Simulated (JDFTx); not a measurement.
# AlCo (Pm-3m) in JDFTx: equation of state

How stiff is AlCo in PBE, and what volume does it want? The cell is scaled to several volumes.

All numbers are computed with JDFTx 1.7.0 (patched build); they aren't measurements. Logs are shortened: lines on timing, memory, paths and dates and some standing lists are left out, and cuts for length are marked. The log counts tension as positive stress, the text compression.

## (1) The crystal as given

It takes space group Pm-3m (No. 221, cubic). The conventional cell has a = 2.819 Å, b = 2.819 Å, c = 2.819 Å, α = 90.00°, β = 90.00°, γ = 90.00°. Co (site symmetry m-3m) is surrounded by 8 Al at 2.44 Å. Around Al (site symmetry m-3m) lie 8 Co at 2.44 Å.

The cell is a database's computed one.

## (2) Equation of state, PBE, collinear spin, ferromagnetic start, 10.53 Å³/atom (volume scaled by 0.94)

AlCo.in

```
lattice \
    5.2191367325     0.0000000000     0.0000000000 \
    0.0000000000     5.2191367325     0.0000000000 \
    0.0000000000     0.0000000000     5.2191367325
coords-type Lattice
ion Co     0.5000000000     0.5000000000     0.5000000000 1
ion Al     0.0000000000     0.0000000000     0.0000000000 1

ion-species pseudo/Co.upf
ion-species pseudo/Al.upf
elec-cutoff 48 384
elec-ex-corr gga-PBE
kpoint-folding 9 9 9
elec-smearing Fermi 0.0018374661
elec-n-bands 17
spintype z-spin
initial-magnetic-moments Co 2
elec-initial-magnetization 2 no
electronic-SCF nIterations 100 energyDiffThreshold 1e-09
electronic-minimize nIterations 30 energyDiffThreshold 1e-7
forces-output-coords Cartesian

dump-name run.$VAR
dump End Ecomponents EigStats BandEigs Kpoints Forces Stress
```

Potentials or basis: PseudoDojo-SR-PBE-0.5-standard.

Run with:

```console
$ jdftx -c 1 -i AlCo.in -o AlCo.out
```

Standard output:

```text
*************** JDFTx 1.7.0 (patched build) ***************

Input parsed successfully to the following command list (including defaults):
[... the input with its defaults ...]

---------- Setting up symmetries ----------

Found 48 point-group symmetries of the bravais lattice
Found 48 space-group symmetries with basis
Applied RMS atom displacement 0 bohrs to make symmetries exact.

---------- Initializing the Grid ----------
R =
[      5.21914            0            0  ]
[            0      5.21914            0  ]
[            0            0      5.21914  ]
unit cell volume = 142.166
G =
[    1.20387          0          0  ]
[          0    1.20387          0  ]
[          0          0    1.20387  ]
Minimum fftbox size, Smin = [  48  48  48  ]
Chosen fftbox size, S = [  48  48  48  ]

---------- Initializing tighter grid for wavefunction operations ----------
R =
[      5.21914            0            0  ]
[            0      5.21914            0  ]
[            0            0      5.21914  ]
unit cell volume = 142.166
G =
[    1.20387          0          0  ]
[          0    1.20387          0  ]
[          0          0    1.20387  ]
Minimum fftbox size, Smin = [  36  36  36  ]
Chosen fftbox size, S = [  36  36  36  ]

---------- Exchange Correlation functional ----------
Initalized PBE GGA exchange.
Initalized PBE GGA correlation.

---------- Setting up pseudopotentials ----------
Width of ionic core gaussian charges (only for fluid interactions / plotting) set to 0

Reading pseudopotential file 'pseudo/Co.upf':
  'Co' pseudopotential, 'PBE' functional
  Generated using ONCVPSP code by D. R. Hamann
  17 valence electrons, 4 orbitals, 6 projectors, 1001 radial grid points, with lMax = 2
    3S    l: 0   occupation:  2.0   eigenvalue: -3.763303
    3P    l: 1   occupation:  6.0   eigenvalue: -2.412101
    3D    l: 2   occupation:  7.0   eigenvalue: -0.301498
    4S    l: 0   occupation:  2.0   eigenvalue: -0.201022
  Core radius for overlap checks: 1.60 bohrs.

Reading pseudopotential file 'pseudo/Al.upf':
  'Al' pseudopotential, 'PBE' functional
  Generated using ONCVPSP code by D. R. Hamann
  3 valence electrons, 2 orbitals, 6 projectors, 1001 radial grid points, with lMax = 2
    3S    l: 0   occupation:  2.0   eigenvalue: -0.284914
    3P    l: 1   occupation:  1.0   eigenvalue: -0.099668
  Core radius for overlap checks: 1.74 bohrs.

Initialized 2 species with 2 total atoms.

Folded 1 k-points by 9x9x9 to 729 k-points.

---------- Setting up k-points, bands, fillings ----------
Reduced to 35 k-points under symmetry.
Computing the number of bands and number of electrons
Calculating initial fillings.
nElectrons:  20.000000   nBands: 17   nStates: 70

----- Setting up reduced wavefunction bases (one per k-point) -----
average nbasis = 2258.067 , ideal nbasis = 2258.145

---------- Setting up ewald sum ----------
Optimum gaussian width for ewald sums = 1.854971 bohr.
Real space sum over 1331 unit cells with max indices [  5  5  5  ]
Reciprocal space sum over 2197 terms with max indices [  6  6  6  ]

---------- Allocating electronic variables ----------
Initializing wave functions:  linear combination of atomic orbitals
Note: number of bands (17) exceeds available atomic orbitals (14)
Co (M=2) pseudo-atom majority spin occupations:   s ( 1 0.5 )  p ( 3 )  d ( 5 )
Co (M=2) pseudo-atom minority spin occupations:   s ( 1 0 )  p ( 3 )  d ( 3.5 )
Al pseudo-atom occupations:   s ( 2 )  p ( 1 )
	FillingsUpdate:  mu: +1.403768973  nElectrons: 20.000000  magneticMoment: [ Abs: 0.02534  Tot: +0.00910 ]
LCAOMinimize: Iter:   0  F: -141.0910351911797136  |grad|_K:  1.156e-02  alpha:  1.000e+00
	FillingsUpdate:  mu: +1.389451119  nElectrons: 20.000000  magneticMoment: [ Abs: 0.06879  Tot: +0.06614 ]
LCAOMinimize: Iter:   1  F: -141.4045123317009143  |grad|_K:  1.224e-02  alpha:  1.121e-01  linmin: -3.619e-02  cgtest:  8.282e-01
LCAOMinimize: 	Wrong curvature in test step, increasing alphaT to 3.364311e-01.
[... 40 lines of inner loops ...]
LCAOMinimize: Iter:  16  F: -144.5323004275779795  |grad|_K:  4.752e-06  alpha:  4.625e-01  linmin: -2.171e-06  cgtest:  5.064e-04
	FillingsUpdate:  mu: +0.642845575  nElectrons: 20.000000  magneticMoment: [ Abs: 0.06270  Tot: +0.02409 ]
LCAOMinimize: Iter:  17  F: -144.5323006441459768  |grad|_K:  2.825e-06  alpha:  9.487e-01  linmin:  3.959e-04  cgtest: -9.359e-03
LCAOMinimize: Converged (|Delta F|<1.000000e-06 for 2 iters).

-------- Electronic minimization -----------
Will mix electronic density at each iteration.
	FillingsUpdate:  mu: +0.642845575  nElectrons: 20.000000  magneticMoment: [ Abs: 0.06270  Tot: +0.02409 ]
	FillingsUpdate:  mu: +0.635356278  nElectrons: 20.000000  magneticMoment: [ Abs: 0.06270  Tot: +0.02409 ]
SCF: Cycle:  0   F: -144.541427568938246   dF: -9.127e-03   |Residual|: 2.571e-01   |deigs|: 4.354e-01
	FillingsUpdate:  mu: +0.557399131  nElectrons: 20.000000  magneticMoment: [ Abs: 0.03712  Tot: +0.01353 ]
SCF: Cycle:  1   F: -144.476666312492569   dF: +6.476e-02   |Residual|: 3.043e-01   |deigs|: 7.700e-02
	FillingsUpdate:  mu: +0.604627660  nElectrons: 20.000000  magneticMoment: [ Abs: 0.02876  Tot: +0.01296 ]
SCF: Cycle:  2   F: -144.618188533834086   dF: -1.415e-01   |Residual|: 2.526e-02   |deigs|: 4.591e-02
	FillingsUpdate:  mu: +0.604906678  nElectrons: 20.000000  magneticMoment: [ Abs: 0.00353  Tot: -0.00152 ]
SCF: Cycle:  3   F: -144.618262907400492   dF: -7.437e-05   |Residual|: 9.827e-03   |deigs|: 1.323e-03
	FillingsUpdate:  mu: +0.603187334  nElectrons: 20.000000  magneticMoment: [ Abs: 0.00098  Tot: +0.00048 ]
SCF: Cycle:  4   F: -144.618385820632483   dF: -1.229e-04   |Residual|: 1.004e-03   |deigs|: 1.449e-03
	FillingsUpdate:  mu: +0.603229979  nElectrons: 20.000000  magneticMoment: [ Abs: 0.00048  Tot: +0.00004 ]
SCF: Cycle:  5   F: -144.618387075775189   dF: -1.255e-06   |Residual|: 4.466e-04   |deigs|: 1.172e-04
	FillingsUpdate:  mu: +0.603282932  nElectrons: 20.000000  magneticMoment: [ Abs: 0.00014  Tot: +0.00002 ]
SCF: Cycle:  6   F: -144.618387455878803   dF: -3.801e-07   |Residual|: 9.460e-05   |deigs|: 8.912e-05
	FillingsUpdate:  mu: +0.603279238  nElectrons: 20.000000  magneticMoment: [ Abs: 0.00010  Tot: +0.00003 ]
SCF: Cycle:  7   F: -144.618387517325431   dF: -6.145e-08   |Residual|: 7.614e-05   |deigs|: 6.008e-05
	FillingsUpdate:  mu: +0.603279003  nElectrons: 20.000000  magneticMoment: [ Abs: 0.00006  Tot: +0.00002 ]
SCF: Cycle:  8   F: -144.618387540034121   dF: -2.271e-08   |Residual|: 4.705e-05   |deigs|: 4.910e-05
	FillingsUpdate:  mu: +0.603284073  nElectrons: 20.000000  magneticMoment: [ Abs: 0.00001  Tot: +0.00000 ]
SCF: Cycle:  9   F: -144.618387548761007   dF: -8.727e-09   |Residual|: 5.955e-06   |deigs|: 1.460e-04
	FillingsUpdate:  mu: +0.603285446  nElectrons: 20.000000  magneticMoment: [ Abs: 0.00001  Tot: +0.00000 ]
SCF: Cycle: 10   F: -144.618387551116939   dF: -2.356e-09   |Residual|: 3.684e-06   |deigs|: 4.493e-05
	FillingsUpdate:  mu: +0.603285008  nElectrons: 20.000000  magneticMoment: [ Abs: 0.00001  Tot: +0.00000 ]
SCF: Cycle: 11   F: -144.618387551758758   dF: -6.418e-10   |Residual|: 2.062e-06   |deigs|: 1.940e-05
	FillingsUpdate:  mu: +0.603284547  nElectrons: 20.000000  magneticMoment: [ Abs: 0.00000  Tot: -0.00000 ]
SCF: Cycle: 12   F: -144.618387551968397   dF: -2.096e-10   |Residual|: 8.917e-07   |deigs|: 2.721e-05
SCF: Converged (|Delta E|<1.000000e-09 for 2 iters).

Setting wave functions to eigenvectors of Hamiltonian

# Stress tensor in Cartesian coordinates [Eh/a0^3]:
[  -0.00071531            0            0  ]
[            0  -0.00071531            0  ]
[            0            0  -0.00071531  ]

# Ionic positions in lattice coordinates:
ion Co   0.500000000000000   0.500000000000000   0.500000000000000 1
ion Al   0.000000000000000   0.000000000000000   0.000000000000000 1

# Forces in Cartesian coordinates:
force Co  -0.000000000000000  -0.000000000000000  -0.000000000000000 1
force Al  -0.000000000000000  -0.000000000000000  -0.000000000000000 1

# Energy components:
   Eewald =      -88.8376914953808949
       EH =       50.3982672828935492
     Eloc =     -138.2203159889467656
      Enl =      -18.4155627749331856
      Exc =      -29.2723788620635474
 Exc_core =       10.7742257819888216
       KE =       68.9552014478802846
-------------------------------------
     Etot =     -144.6182546085617275
       TS =        0.0001329434066769
-------------------------------------
        F =     -144.6183875519683966

IonicMinimize: Iter:   0  F: -144.618387551968397  |grad|_K:        nan
IonicMinimize: None of the convergence criteria satisfied after 0 iterations.

#--- Lowdin population analysis ---
# oxidation-state Co +0.413
# magnetic-moments Co +0.000
# oxidation-state Al -0.234
# magnetic-moments Al +0.000

Dumping 'run.eigStats' ...
	eMin: -2.884575 at state 0 ( [ +0.000000 +0.000000 +0.000000 ] spin 1 )
	HOMO: +0.601144 at state 59 ( [ +0.111111 +0.444444 +0.444444 ] spin -1 )
	mu  : +0.603285
	LUMO: +0.608136 at state 13 ( [ +0.000000 +0.333333 +0.444444 ] spin 1 )
	eMax: +1.438925 at state 0 ( [ +0.000000 +0.000000 +0.000000 ] spin 1 )
	HOMO-LUMO gap: +0.006992
	Optical gap  : +0.029475 at state 33 ( [ +0.333333 +0.444444 +0.444444 ] spin 1 )
Done!
[note: the HOMO, LUMO and gaps printed at the end count levels as full or empty at half filling, so they show a gap where a level is partly filled]
```

Run time: 2.8 min. Hardware: 1 thread of Arm Neoverse V1, shared host; peak memory 0.18 GiB.

What came out:

```
Free energy            : -3935.2668 eV
Pressure               : 21.0 GPa
Band gap on the k mesh : none (metal or under the smearing width)
Net moment             : 0.00 μB per cell
Absolute moment        : 0.00 μB per cell
Loewdin charges        : Co +0.41; Al -0.23 e
```

Caveat: the starting moments collapsed, and a magnetic state may lie lower.

## (3) Equation of state, PBE, collinear spin, ferromagnetic start, 10.76 Å³/atom (volume scaled by 0.96)

AlCo.in: that of step 2 with these lines changed.

```diff
@@ -1,5 +1,5 @@
 lattice \
-    5.2191367325     0.0000000000     0.0000000000 \
-    0.0000000000     5.2191367325     0.0000000000 \
-    0.0000000000     0.0000000000     5.2191367325
+    5.2558924275     0.0000000000     0.0000000000 \
+    0.0000000000     5.2558924275     0.0000000000 \
+    0.0000000000     0.0000000000     5.2558924275
 coords-type Lattice
```

Potentials or basis: PseudoDojo-SR-PBE-0.5-standard.

Run with:

```console
$ jdftx -c 1 -i AlCo.in -o AlCo.out
```

Wall time 2.7 min (1 thread of Arm Neoverse V1, shared host); peak memory 0.18 GiB.

It converged, with:

```yaml
Free_energy: -3935.3182 eV
Pressure: 15.7 GPa
Band_gap_on_the_k_mesh: none (metal or under the smearing width)
Net_moment: 0.00 μB per cell
Absolute_moment: 0.00 μB per cell
Loewdin_charges: Co +0.42; Al -0.24 e
```

Caveat: the starting moments collapsed, and a magnetic state may lie lower.

## (4) Equation of state, PBE, collinear spin, ferromagnetic start, 10.98 Å³/atom (volume scaled by 0.98)

AlCo.in: that of step 3 with these lines changed.

```diff
@@ -1,5 +1,5 @@
 lattice \
-    5.2558924275     0.0000000000     0.0000000000 \
-    0.0000000000     5.2558924275     0.0000000000 \
-    0.0000000000     0.0000000000     5.2558924275
+    5.2921411070     0.0000000000     0.0000000000 \
+    0.0000000000     5.2921411070     0.0000000000 \
+    0.0000000000     0.0000000000     5.2921411070
 coords-type Lattice
```

Run with:

```console
$ jdftx -c 1 -i AlCo.in -o AlCo.out
```

Wall time 2.6 min (1 thread of Arm Neoverse V1, shared host); peak memory 0.19 GiB.

It converged, with:

```
Free energy            : -3935.3553 eV
Pressure               : 10.9 GPa
Band gap on the k mesh : none (metal or under the smearing width)
Net moment             : 0.00 μB per cell
Absolute moment        : 0.00 μB per cell
Loewdin charges        : Co +0.42; Al -0.25 e
```

Caveat: the starting moments collapsed, and a magnetic state may lie lower.

## (5) Equation of state, PBE, collinear spin, ferromagnetic start, 11.21 Å³/atom

AlCo.in: that of step 4 with these lines changed.

```diff
@@ -1,5 +1,5 @@
 lattice \
-    5.2921411070     0.0000000000     0.0000000000 \
-    0.0000000000     5.2921411070     0.0000000000 \
-    0.0000000000     0.0000000000     5.2921411070
+    5.3278999018     0.0000000000     0.0000000000 \
+    0.0000000000     5.3278999018     0.0000000000 \
+    0.0000000000     0.0000000000     5.3278999018
 coords-type Lattice
```

Run with:

```console
$ jdftx -c 1 -i AlCo.in -o AlCo.out
```

Wall time 2.5 min (1 thread of Arm Neoverse V1, shared host); peak memory 0.19 GiB.

It converged, with:

```yaml
Free_energy: -3935.3796 eV
Pressure: 6.5 GPa
Band_gap_on_the_k_mesh: none (metal or under the smearing width)
Net_moment: 0.00 μB per cell
Absolute_moment: 0.00 μB per cell
Loewdin_charges: Co +0.43; Al -0.25 e
```

Caveat: the starting moments collapsed, and a magnetic state may lie lower.

## (6) Equation of state, PBE, collinear spin, ferromagnetic start, 11.43 Å³/atom (volume scaled by 1.02)

AlCo.in: that of step 5 with these lines changed.

```diff
@@ -1,5 +1,5 @@
 lattice \
-    5.3278999018     0.0000000000     0.0000000000 \
-    0.0000000000     5.3278999018     0.0000000000 \
-    0.0000000000     0.0000000000     5.3278999018
+    5.3631850354     0.0000000000     0.0000000000 \
+    0.0000000000     5.3631850354     0.0000000000 \
+    0.0000000000     0.0000000000     5.3631850354
 coords-type Lattice
```

Potentials or basis: PseudoDojo-SR-PBE-0.5-standard.

Run with:

```console
$ jdftx -c 1 -i AlCo.in -o AlCo.out
```

Wall time 2.7 min (1 thread of Arm Neoverse V1, shared host); peak memory 0.19 GiB.

The run converged. Its results:

```yaml
Free_energy: -3935.3923 eV
Pressure: 2.6 GPa
Band_gap_on_the_k_mesh: none (metal or under the smearing width)
Net_moment: 0.00 μB per cell
Absolute_moment: 0.00 μB per cell
Loewdin_charges: Co +0.43; Al -0.26 e
```

Caveat: the starting moments collapsed, and a magnetic state may lie lower.

## (7) Equation of state, PBE, collinear spin, ferromagnetic start, 11.65 Å³/atom (volume scaled by 1.04)

AlCo.in: that of step 6 with these lines changed.

```diff
@@ -1,5 +1,5 @@
 lattice \
-    5.3631850354     0.0000000000     0.0000000000 \
-    0.0000000000     5.3631850354     0.0000000000 \
-    0.0000000000     0.0000000000     5.3631850354
+    5.3980118882     0.0000000000     0.0000000000 \
+    0.0000000000     5.3980118882     0.0000000000 \
+    0.0000000000     0.0000000000     5.3980118882
 coords-type Lattice
```

Run with:

```console
$ jdftx -c 1 -i AlCo.in -o AlCo.out
```

It took 3 min on 1 thread of Arm Neoverse V1, shared host; peak memory 0.19 GiB.

Results (log left out):

```yaml
Free_energy: -3935.3945 eV
Pressure: -1.0 GPa
Band_gap_on_the_k_mesh: none (metal or under the smearing width)
Net_moment: 0.00 μB per cell
Absolute_moment: 0.00 μB per cell
Loewdin_charges: Co +0.44; Al -0.26 e
```

Caveat: the starting moments collapsed, and a magnetic state may lie lower.

## (8) Equation of state, PBE, collinear spin, ferromagnetic start, 11.88 Å³/atom (volume scaled by 1.06)

AlCo.in: that of step 7 with these lines changed.

```diff
@@ -1,5 +1,5 @@
 lattice \
-    5.3980118882     0.0000000000     0.0000000000 \
-    0.0000000000     5.3980118882     0.0000000000 \
-    0.0000000000     0.0000000000     5.3980118882
+    5.4323950565     0.0000000000     0.0000000000 \
+    0.0000000000     5.4323950565     0.0000000000 \
+    0.0000000000     0.0000000000     5.4323950565
 coords-type Lattice
```

Run with:

```console
$ jdftx -c 1 -i AlCo.in -o AlCo.out
```

Wall time 3 min (1 thread of Arm Neoverse V1, shared host); peak memory 0.19 GiB.

It converged, with:

```yaml
Free_energy: -3935.3873 eV
Pressure: -4.2 GPa
Band_gap_on_the_k_mesh: none (metal or under the smearing width)
Net_moment: 0.00 μB per cell
Absolute_moment: 0.00 μB per cell
Loewdin_charges: Co +0.45; Al -0.27 e
```

Caveat: the starting moments collapsed, and a magnetic state may lie lower.

## (9) Equation of state, PBE, collinear spin, ferromagnetic start

Potentials or basis: PseudoDojo-SR-PBE-0.5-standard.

This step only gathers the single runs of the series.

What came out:

| Item | Value |
| --- | --- |
| Equilibrium volume | 11.59 Å³/atom |
| Bulk modulus | 180 GPa |
| Pressure derivative of the bulk modulus | 4.2 |

Energy against volume, from the lowest point:
| volume (Å³/atom) | energy (meV/atom) |
| --- | --- |
| 10.533 | 63.87 |
| 10.758 | 38.18 |
| 10.982 | 19.62 |
| 11.206 | 7.46 |
| 11.430 | 1.12 |
| 11.654 | 0.00 |
| 11.878 | 3.62 |
